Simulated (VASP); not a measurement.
Mg:

```
CELL_PARAMETERS angstrom
-1.77276 1.77276 1.77276
1.77276 -1.77276 1.77276
1.77276 1.77276 -1.77276
ATOMIC_POSITIONS crystal
Mg 0.00000 0.00000 0.00000
```

This isn't the form of Mg at room conditions, which is hcp.

```yaml
Program: VASP 6.6.1
Task: single point
Functional: PBE
Potentials_or_basis: VASP PAW PBE potentials, release 64 (Mg)
Cutoff: 520 eV
k_mesh: 11 × 11 × 11
Occupations: fermi-dirac, width 0.05 eV
Spin: no spin polarisation
```

On this cell: pressure 0.8 GPa; band gap on the k mesh none (metal or under the smearing width).

The same run follows on a disturbed copy (cell strained at random at fixed volume):

```xyz
1
Lattice="-1.7681 1.7577 1.7472 1.7625 -1.7896 1.7735 1.7874 1.8089 -1.7791" Properties=species:S:1:pos:R:3 pbc="T T T"
Mg   -0.0316   -0.0440   -0.0062
```

What changes?

The energy (extrapolated to zero smearing) moves by +1.0 meV/atom; pressure 0.8 GPa; band gap on the k mesh none (metal or under the smearing width).

Stress tensor (GPa, compression positive):
```
 0.80 -0.34  0.11
-0.34  0.76  0.60
 0.11  0.60  0.93
```
